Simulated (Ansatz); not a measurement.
# Evanescent states of Li$_{3}$N (P6/mmm, 4 atoms a cell, 10.9 Å³ an atom) along the normal of (110)

These are r2SCAN (plane waves, PAW; Ansatz, a quantum-chemistry and plane-wave program) values and carry that method's errors.

The gap is the functional's own. No spin-orbit coupling. Mid-gap values are those at the computed energy nearest the middle.

Energies count from the valence-band top; κ is the least over a 8×6 mesh across the current.

| E (eV) | κ (1/Å) | where |
|---|---|---|
| 0.04 | 0.097 | off Γ |
| 0.14 | 0.155 | Γ |
| 0.23 | 0.168 | Γ |
| 0.32 | 0.178 | Γ |
| 0.41 | (withheld) | Γ |
| 0.49 | (withheld) | Γ |
| 0.58 | (withheld) | Γ |
| 0.68 | (withheld) | Γ |
| 0.77 | (withheld) | Γ |
| 0.85 | (withheld) | Γ |
| 0.94 | (withheld) | Γ |
| 1.03 | (withheld) | Γ |
| 1.12 | 0.159 | Γ |
| 1.22 | 0.143 | Γ |
| 1.30 | 0.120 | Γ |
| 1.40 | 0.088 | Γ |

Fill in the missing entries.


- 0.41, κ (1/Å): 0.185
- 0.49, κ (1/Å): 0.190
- 0.58, κ (1/Å): 0.192
- 0.68, κ (1/Å): 0.193
- 0.77, κ (1/Å): 0.191
- 0.85, κ (1/Å): 0.187
- 0.94, κ (1/Å): 0.181
- 1.03, κ (1/Å): 0.172
